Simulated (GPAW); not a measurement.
# GaAs (F-43m) in GPAW: notebook

One crystal, GaAs, is run at these levels: TASK, PBEint, PBE, RPBE+D3; tasks: band structure, equation of state.

Everything below comes from runs of GPAW 26.7.0. Logs are shortened: lines on timing, memory, paths and dates and some standing lists are left out, and cuts for length are marked. The log counts tension as positive stress, the text compression.

**The experiment to reproduce.**

From “Evidence of valence band perturbations in GaAsN/GaAs(001): A combined variable-angle spectroscopic ellipsometry and modulated photoreflectance investigation”, 2008, arxiv:0805.2212, for a bulk crystal of GaAs at 300 K: band gap 1.412 ± 0.01 eV (direct); band gap 1.418 ± 0.005 eV (direct).

The runs below are set against these values where they give the same quantity.

**1. The structure**

Symmetry: F-43m, No. 216, cubic system. Conventional cell: a = 5.654 Å, b = 5.654 Å, c = 5.654 Å, α = 90.00°, β = 90.00°, γ = 90.00°. As (site symmetry -43m) is surrounded by 4 Ga at 2.45 Å. Ga (site symmetry -43m) is surrounded by 4 As at 2.45 Å.

**2. Band structure, TASK, spin-orbit coupling, no magnetisation**

Input file run.py:

```python
import numpy as np
from ase.dft.bandgap import bandgap
from ase.io import read, write
from ase.units import GPa
from gpaw import GPAW, PW
from gpaw.spinorbit import soc_eigenstates

atoms = read('GaAs.xyz')

calc = GPAW(mode=PW(600),
            xc='MGGA_X_TASK+LDA_C_PW',
            kpts={'size': (8, 8, 8), 'gamma': True},
            occupations={'name': 'fermi-dirac', 'width': 0.05},
            nbands=11,
            convergence={'density': 1e-05, 'energy': 1e-05},
            maxiter=150,
            txt='gpaw.txt')
atoms.calc = calc
energy = atoms.get_potential_energy()
forces = atoms.get_forces()
stress = atoms.get_stress()
calc.write('gs.gpw')
write('result.traj', atoms)
print(f'Energy: {energy:.6f} eV')
print('Forces (eV/A):')
print(forces.round(4))
print('Stress (GPa):', (stress / GPa).round(3))
print('Fermi level:', round(calc.get_fermi_level(), 4), 'eV')
print(f'Gap: {bandgap(calc)[0]:.4f} eV, direct: {bandgap(calc, direct=True)[0]:.4f} eV')

path = atoms.cell.bandpath('GXWKGLUWLK,UX', npoints=80, eps=1e-4)
bs_calc = calc.fixed_density(kpts=path, symmetry='off', nbands=21,
                             convergence={'bands': 'CBM+6.0', 'eigenstates': 1e-6}, txt='bands.txt')
bs = bs_calc.band_structure()
bs.write('bs.json')
print(f'Gap on the path: {bandgap(bs_calc)[0]:.4f} eV')

soc = soc_eigenstates(bs_calc, theta=90, phi=0, ignore_xc_potential=True)
np.savetxt('soc_bands.dat', soc.eigenvalues(), fmt='%.4f')
mesh = soc_eigenstates('gs.gpw', theta=90, phi=0, ignore_xc_potential=True)
np.savetxt('soc_mesh.dat', mesh.eigenvalues(), fmt='%.4f')
print('Fermi level with spin-orbit coupling:', round(mesh.fermi_level, 4), 'eV')
```

Input file GaAs.xyz:

```xyz
2
Lattice="0.0000000000 2.8268500000 2.8268500000 2.8268500000 0.0000000000 2.8268500000 2.8268500000 2.8268500000 0.0000000000" Properties=species:S:1:pos:R:3 pbc="T T T"
As     4.2402750000      4.2402750000      4.2402750000
Ga     0.0000000000      0.0000000000      0.0000000000
```

Potentials or basis: GPAW PAW data sets (gpaw-data 1.2.1), pw.

Launch:

```console
OMP_NUM_THREADS=1 python run.py
```

gpaw.txt:

```text
__  _  _
 | _ |_)|_||  |
 |__||  | ||/\| - 26.7.0

Input parameters:
  mode=PW(ecut=600.0),
  convergence={'density': 1e-05, 'energy': 1e-05},
  kpts=MonkhorstPack(size=(8, 8, 8), gamma=True),
  maxiter=150,
  nbands=11,
  occupations=Occupations(name='fermi-dirac', width=0.05),
  xc=XC(name='MGGA_X_TASK+LDA_C_PW')

Diagonalizing LCAO Hamiltonian
Converting LCAO to pw mode

                    As

       Ga

Atoms  # Å, Bohr magnetons
|   | symbol |        x |        y |        z |    initial magnetic moments |
|---|--------|----------|----------|----------|-----------------------------|
| 0 |     As | 4.240275 | 4.240275 | 4.240275 | ( 0.0000,  0.0000,  0.0000) |
| 1 |     Ga | 0.000000 | 0.000000 | 0.000000 | ( 0.0000,  0.0000,  0.0000) |

Unit cell  # Å
| periodic |        x |        y |        z |  lengths |    angles |
|----------|----------|----------|----------|----------|-----------|
|      yes | 0.000000 | 2.826850 | 2.826850 | 3.997770 | 60.000000 |
|      yes | 2.826850 | 0.000000 | 2.826850 | 3.997770 | 60.000000 |
|      yes | 2.826850 | 2.826850 | 0.000000 | 3.997770 | 60.000000 |

Number of symmetries: 24
Symmetry operations  # r_c * U_cc + t_c -> r_c
|    | kind |            matrix            |
|----|------|------------------------------|
|  0 |  E   |  1, 0, 0,  0, 1, 0,  0, 0, 1 |
|  1 |  σ   |  1, 0, 0,  0, 0, 1,  0, 1, 0 |
|  2 |  σ   |  1, 0,-1,  0, 1,-1,  0, 0,-1 |
|  3 |  C3  |  1, 0,-1,  0, 0,-1,  0, 1,-1 |
|  4 |  C3  |  1,-1, 0,  0,-1, 1,  0,-1, 0 |
|  5 |  σ   |  1,-1, 0,  0,-1, 0,  0,-1, 1 |
|  6 |  σ   |  0, 1, 0,  1, 0, 0,  0, 0, 1 |
|  7 |  C3  |  0, 1, 0,  0, 0, 1,  1, 0, 0 |
|  8 |  C2  |  0, 1,-1,  1, 0,-1,  0, 0,-1 |
|  9 |  S4  |  0, 1,-1,  0, 0,-1,  1, 0,-1 |
| 10 |  C3  |  0, 0, 1,  1, 0, 0,  0, 1, 0 |
| 11 |  σ   |  0, 0, 1,  0, 1, 0,  1, 0, 0 |
| 12 |  S4  |  0, 0,-1,  1, 0,-1,  0, 1,-1 |
| 13 |  C3  |  0, 0,-1,  0, 1,-1,  1, 0,-1 |
| 14 |  S4  |  0,-1, 1,  1,-1, 0,  0,-1, 0 |
| 15 |  C2  |  0,-1, 1,  0,-1, 0,  1,-1, 0 |
| 16 |  C3  |  0,-1, 0,  1,-1, 0,  0,-1, 1 |
| 17 |  S4  |  0,-1, 0,  0,-1, 1,  1,-1, 0 |
| 18 |  S4  | -1, 1, 0, -1, 0, 1, -1, 0, 0 |
| 19 |  C3  | -1, 1, 0, -1, 0, 0, -1, 0, 1 |
| 20 |  C3  | -1, 0, 1, -1, 1, 0, -1, 0, 0 |
| 21 |  S4  | -1, 0, 1, -1, 0, 0, -1, 1, 0 |
| 22 |  σ   | -1, 0, 0, -1, 1, 0, -1, 0, 1 |
| 23 |  C2  | -1, 0, 0, -1, 0, 1, -1, 1, 0 |

BZ-sampling:
  Number of BZ points: 512
  Number of IBZ points: 29

  Monkhorst-Pack size: [8, 8, 8]
  Monkhorst-Pack shift: [0.0625, 0.0625, 0.0625]

K-points  # in reciprocal-cell coordinates
|     |                                coordinates |     weight |
|-----|--------------------------------------------|------------|
|   0 | (  0.00000000,   0.00000000,   0.00000000) | 0.00195312 |
|   1 | (  0.12500000,   0.12500000,   0.00000000) | 0.01171875 |
|   2 | (  0.12500000,   0.12500000,   0.12500000) | 0.01562500 |
|   3 | (  0.25000000,   0.12500000,   0.12500000) | 0.02343750 |
|   4 | (  0.25000000,   0.25000000,   0.00000000) | 0.01171875 |
|   5 | (  0.25000000,   0.25000000,   0.12500000) | 0.04687500 |
|   6 | (  0.25000000,   0.25000000,   0.25000000) | 0.01562500 |
|   7 | (  0.37500000,   0.25000000,  -0.37500000) | 0.04687500 |
|   8 | (  0.37500000,   0.25000000,   0.12500000) | 0.04687500 |
|   9 | (  0.37500000,   0.25000000,   0.25000000) | 0.04687500 |
| ... |                                            |            |
|  28 | (  0.50000000,   0.50000000,   0.50000000) | 0.00781250 |

Plane wave coefficients: 1540
Cutoff: 600.0 eV

Spin-components: 1 (collinear spins)
Bands:           11
Projectors:      10
Spin-degeneracy: 2
Datatype:        complex128

Parallelization:
  kpt:    1
  domain: 1
  band:   1

Density:
  Valence electrons: 8.0
  Components: 1
  Grid points: [24 24 24]
  Charge: 0.0  # |e|

Potential:
  Grid points: [24 24 24]

species:
  As:
    name:    Arsenic
    Z:       33.0
    valence: 5
    core:    28
    charge:  0.0  # [|e|]
    compensation charges:
      type: gauss
      rc: 0.33  # [Å]
      lmax: 2
    cutoffs:
      filter: 1.87  # [Å]
      core: 2.96  # [Å]
    projectors
    | kind |    occ | energy [eV] | rcut [Å] |
    |------|--------|-------------|----------|
    |   4s |  2.000 |     -14.487 |    1.058 |
    |   4p |  3.000 |      -5.196 |    1.058 |
    |    s |        |      12.725 |    1.058 |
    |    p |        |      22.016 |    1.058 |
    |    d |        |       0.000 |    1.058 |

    Using partial waves for As as LCAO basis

  Ga:
    name:    Gallium
    Z:       31.0
    valence: 3
    core:    28
    charge:  0.0  # [|e|]
    compensation charges:
      type: gauss
      rc: 0.37  # [Å]
      lmax: 2
    cutoffs:
      filter: 2.06  # [Å]
      core: 4.17  # [Å]
    projectors
    | kind |    occ | energy [eV] | rcut [Å] |
    |------|--------|-------------|----------|
    |   4s |  2.000 |      -8.945 |    1.164 |
    |   4p |  1.000 |      -2.580 |    1.164 |
    |    s |        |      18.266 |    1.164 |
    |    p |        |      24.631 |    1.164 |
    |    d |        |       0.000 |    1.164 |

    Using partial waves for Ga as LCAO basis

Reference energy: -114387.645129  # eV

eigensolver:
  PPCG
  Converge bands: occupied
  niter=2

density mixing:
  MSR1-Mixer
  Pratt-step length: 0.05
  Maximum mixing coefficient: 0.75
  Old densities: 10
  SVD Regularization: 0.005
  Good broyden scale: 1.0
  Trust region scale: 1.0
  Backstep threshold: 4.0
  History deletion threshold: 6.0
  Fourier metric: weight=20.0, sigma=0.015

occupation numbers:
  Fermi-Dirac:
    width: 0.0500  # eV

poisson solver:
  ecut: 4800.0  # eV

xc functional:
  name: MGGA_X_TASK+LDA_C_PW with 2 nearest neighbor stencil

convergence criteria:
[... 6 lines left out ...]
|iter     | |      energy | eigst |  dens |
|---------|-|-------------|-------|-------|
|iter:   1| |   12.268831 | -0.47 |       |
|iter:   2| |   16.413367 | -1.26 | -0.94 |
|iter:   3| |-1527.503020 | +2.31 | -0.89 |
|iter:   4| |   17.966507 | +1.86 | +0.87 |
|iter:   5| |   16.218738 | +0.15 | -1.02 |
|iter:   6| |   16.158791 | -1.64 | -1.48 |
|iter:   7| |   16.149723 | -2.54 | -1.70 |
|iter:   8| |   16.149503 | -3.57 | -2.07 |
|iter:   9| |   16.149237 | -4.60 | -2.60 |
|iter:  10| |   16.149211 | -5.51 | -3.24 |
|iter:  11| |   16.149210c| -7.03 | -3.89 |
|iter:  12| |   16.149210c| -7.81c| -4.20 |
|iter:  13| |   16.149210c| -7.70c| -4.47 |
|iter:  14| |   16.149210c| -7.67c| -4.69 |
|iter:  15| |   16.149210c| -8.35c| -5.20c|

Converged in 15 steps
Energy contributions relative to reference atoms: (reference = -114387.645129)

Energy contributions:
  Kinetic:          27.574330
  Coulomb:         -23.906629
  Zero:              0.086799
  External:          0.000000
  Xc:               12.394709
  Entropy:          -0.000000
  Spinorbit:         0.000000
  ----------------------------
  Free energy:      16.149210
  Extrapolated:     16.149210

dipole moment: (-11.070384, -11.070384, -11.070384)  # |e|*Ang

Fermi level: 5.443
Eigenvalues  # (at kpt = [0.000, 0.000, 0.000])
| band index |      eig [eV] | occ [0-2] |
|------------|---------------|-----------|
|          0 |        -9.345 |     2.000 |
|          1 |         4.586 |     2.000 |
|          2 |         4.586 |     2.000 |
|          3 |         4.586 |     2.000 |
|          4 |         6.253 |     0.000 |
|          5 |         9.108 |     0.000 |
|          6 |         9.108 |     0.000 |
|          7 |         9.108 |     0.000 |
|          8 |        14.823 |     0.000 |
|          9 |        15.931 |     0.000 |
|         10 |        15.931 |     0.000 |

Gap: 1.666 eV
Transition (v -> c):
  (s=0, k=0, n=3, [0.00, 0.00, 0.00]) -> (s=0, k=0, n=4, [0.00, 0.00, 0.00])
No difference between direct/indirect transitions

Forces  # eV/Ang
|        x |        y |        z |
|----------|----------|----------|
|  0.00000 | -0.00000 | -0.00000 |  # As   0
| -0.00000 |  0.00000 |  0.00000 |  # Ga   1

Stress tensor  # eV/Ang^3
|         x |         y |         z |
|-----------|-----------|-----------|
| -0.027357 | -0.000000 | -0.000000 |
| -0.000000 | -0.027357 |  0.000000 |
| -0.000000 |  0.000000 | -0.027357 |

# Writing to gs.gpw (mode='')
```

Wall time 74 s (1 thread of Intel Xeon at 2.80GHz (Skylake/Cascade Lake), shared host); peak memory 0.34 GiB.

Results:

```
Free energy             : 16.1492 eV
Pressure                : 4.4 GPa
Band gap on the k mesh  : 1.55 eV, direct
Band gap along the path : 1.55 eV, direct
```

Levels at the corners of the path, in eV from the valence-band top:
```tsv
point	band 5	band 6	band 7	band 8	band 9	band 10	band 11	band 12
Γ	0.00	0.00	0.00	0.00	1.55	1.55	4.28	4.28
X	-3.08	-3.08	-2.99	-2.99	2.37	2.37	2.42	2.42
W	-3.98	-3.84	-3.67	-3.63	5.35	5.52	5.83	5.85
K	-4.26	-4.19	-2.58	-2.57	2.81	2.82	5.62	5.69
Γ	0.00	0.00	0.00	0.00	1.55	1.55	4.28	4.28
L	-1.47	-1.47	-1.26	-1.26	1.83	1.83	5.43	5.43
U	-4.26	-4.19	-2.58	-2.57	2.81	2.82	5.62	5.69
W	-3.98	-3.84	-3.67	-3.63	5.35	5.52	5.83	5.85
L	-1.47	-1.47	-1.26	-1.26	1.83	1.83	5.43	5.43
K	-4.26	-4.19	-2.58	-2.57	2.81	2.82	5.62	5.69
U	-4.26	-4.19	-2.58	-2.57	2.81	2.82	5.62	5.69
X	-3.08	-3.08	-2.99	-2.99	2.37	2.37	2.42	2.42
```

Caveat: spin-orbit coupling was added after a scalar SCF, so levels and gaps hold it while energy, forces, pressure and moments don't; this program's spin-orbit splittings come out too wide for heavy elements; the PAW data sets were made with another functional, which shifts forces and pressure a little.

**3. Band structure, PBEint, spin-orbit coupling, no magnetisation**

run.py, as its differences from that of step 2:

```diff
@@ -1,12 +1,21 @@
 import numpy as np
+from ase import Atoms
 from ase.dft.bandgap import bandgap
-from ase.io import read, write
+from ase.io import write
 from ase.units import GPa
-from gpaw import GPAW, PW
+from gpaw import GPAW, PW, setup_paths
 from gpaw.spinorbit import soc_eigenstates
 
-atoms = read('GaAs.xyz')
+setup_paths.insert(0, '.')
+
+atoms = Atoms(['As', 'Ga'],
+              cell=[[0.0, 2.82685, 2.82685],
+                    [2.82685, 0.0, 2.82685],
+                    [2.82685, 2.82685, 0.0]],
+              scaled_positions=[[0.75, 0.75, 0.75],
+                                [0.0, 0.0, 0.0]],
+              pbc=True)
 
 calc = GPAW(mode=PW(600),
-            xc='MGGA_X_TASK+LDA_C_PW',
+            xc='GGA_X_PBEINT+GGA_C_PBEINT',
             kpts={'size': (8, 8, 8), 'gamma': True},
@@ -37,5 +46,5 @@
 
-soc = soc_eigenstates(bs_calc, theta=90, phi=0, ignore_xc_potential=True)
+soc = soc_eigenstates(bs_calc, theta=54.7, phi=45)
 np.savetxt('soc_bands.dat', soc.eigenvalues(), fmt='%.4f')
-mesh = soc_eigenstates('gs.gpw', theta=90, phi=0, ignore_xc_potential=True)
+mesh = soc_eigenstates('gs.gpw', theta=54.7, phi=45)
 np.savetxt('soc_mesh.dat', mesh.eigenvalues(), fmt='%.4f')
```

Potentials or basis: PAW data sets generated in the run's folder for this functional, pw.

Launch:

```console
gpaw-setup -f GGA_X_PBEINT+GGA_C_PBEINT As Ga
OMP_NUM_THREADS=1 python run.py
```

Wall time 23 s (1 thread of Intel Xeon at 2.80GHz (Skylake/Cascade Lake), shared host); peak memory 0.26 GiB.

The run converged. Its results:

* Free energy: -8.7178 eV
* Pressure: 2.2 GPa
* Band gap on the k mesh: 0.48 eV, direct
* Band gap along the path: 0.48 eV, direct

Levels at the corners of the path, in eV from the valence-band top:
```
point  band 4  band 5  band 6  band 7  band 8  band 9  band 10  band 11  band 12  band 13
    Γ   -0.35    0.00    0.00    0.00    0.00    0.48     0.48     3.50     3.50     3.69
    X   -6.91   -2.84   -2.84   -2.76   -2.76    1.28     1.28     1.51     1.51    10.05
    W   -6.68   -3.76   -3.64   -3.49   -3.45    4.42     4.56     4.61     4.63     5.26
    K   -6.69   -4.04   -3.98   -2.38   -2.38    1.80     1.81     4.49     4.55     7.83
    Γ   -0.35    0.00    0.00    0.00    0.00    0.48     0.48     3.50     3.50     3.69
    L   -6.75   -1.37   -1.37   -1.15   -1.15    0.91     0.91     4.47     4.47     4.55
    U   -6.69   -4.04   -3.98   -2.38   -2.38    1.80     1.81     4.49     4.55     7.83
    W   -6.68   -3.76   -3.64   -3.49   -3.45    4.42     4.56     4.61     4.63     5.26
    L   -6.75   -1.37   -1.37   -1.15   -1.15    0.91     0.91     4.47     4.47     4.55
    K   -6.69   -4.04   -3.98   -2.38   -2.38    1.80     1.81     4.49     4.55     7.83
    U   -6.69   -4.04   -3.98   -2.38   -2.38    1.80     1.81     4.49     4.55     7.83
    X   -6.91   -2.84   -2.84   -2.76   -2.76    1.28     1.28     1.51     1.51    10.05
```

Caveat: spin-orbit coupling was added after a scalar SCF, so levels and gaps hold it while energy, forces, pressure and moments don't; this program's spin-orbit splittings come out too wide for heavy elements.

**4. Band structure, PBE**

Input file run.py:

```python
from ase.dft.bandgap import bandgap
from ase.io import read, write
from gpaw import GPAW

atoms = read('GaAs.xyz')

calc = GPAW(mode='lcao',
            h=0.16,
            basis='dzp',
            xc='PBE',
            kpts={'size': (8, 8, 8), 'gamma': True},
            occupations={'name': 'fermi-dirac', 'width': 0.05},
            convergence={'density': 1e-05, 'energy': 1e-05},
            maxiter=150,
            txt='gpaw.txt')
atoms.calc = calc
energy = atoms.get_potential_energy()
forces = atoms.get_forces()
calc.write('gs.gpw')
write('result.traj', atoms)
print(f'Energy: {energy:.6f} eV')
print('Forces (eV/A):')
print(forces.round(4))
print('Fermi level:', round(calc.get_fermi_level(), 4), 'eV')
print(f'Gap: {bandgap(calc)[0]:.4f} eV, direct: {bandgap(calc, direct=True)[0]:.4f} eV')

path = atoms.cell.bandpath('GXWKGLUWLK,UX', npoints=80, eps=1e-4)
bs_calc = calc.fixed_density(kpts=path, symmetry='off', txt='bands.txt')
bs = bs_calc.band_structure()
bs.write('bs.json')
print(f'Gap on the path: {bandgap(bs_calc)[0]:.4f} eV')
```

GaAs.xyz is that of step 2.

Potentials or basis: GPAW PAW data sets (gpaw-data 1.2.1), lcao:dzp.

Launch:

```console
OMP_NUM_THREADS=1 python run.py
```

Wall time 2.1 min (1 thread of Intel Xeon at 2.80GHz (Skylake/Cascade Lake), shared host); peak memory 0.2 GiB.

It converged, with:

| Item | Value |
| --- | --- |
| Free energy | -7.9941 eV |
| Band gap on the k mesh | 0.57 eV, direct |
| Band gap along the path | 0.57 eV, direct |

Levels at the corners of the path, in eV from the valence-band top:
```tsv
point	band 1	band 2	band 3	band 4	band 5	band 6	band 7
Γ	-12.73	0.00	0.00	0.00	0.57	3.88	3.88
X	-10.36	-6.82	-2.69	-2.69	1.54	1.80	10.43
W	-10.31	-6.63	-3.56	-3.36	4.79	4.90	5.61
K	-10.40	-6.63	-3.88	-2.27	2.06	4.82	8.30
Γ	-12.73	0.00	0.00	0.00	0.57	3.88	3.88
L	-11.08	-6.65	-1.15	-1.15	1.06	5.02	5.02
U	-10.40	-6.63	-3.88	-2.27	2.06	4.82	8.30
W	-10.31	-6.63	-3.56	-3.36	4.79	4.90	5.61
L	-11.08	-6.65	-1.15	-1.15	1.06	5.02	5.02
K	-10.40	-6.63	-3.88	-2.27	2.06	4.82	8.30
U	-10.40	-6.63	-3.88	-2.27	2.06	4.82	8.30
X	-10.36	-6.82	-2.69	-2.69	1.54	1.80	10.43
```

Caveat: the real-space grid adds noise to forces; the basis of atomic orbitals isn't converged, which shifts pressures, moduli and gaps.

[end of part 1 of 2]
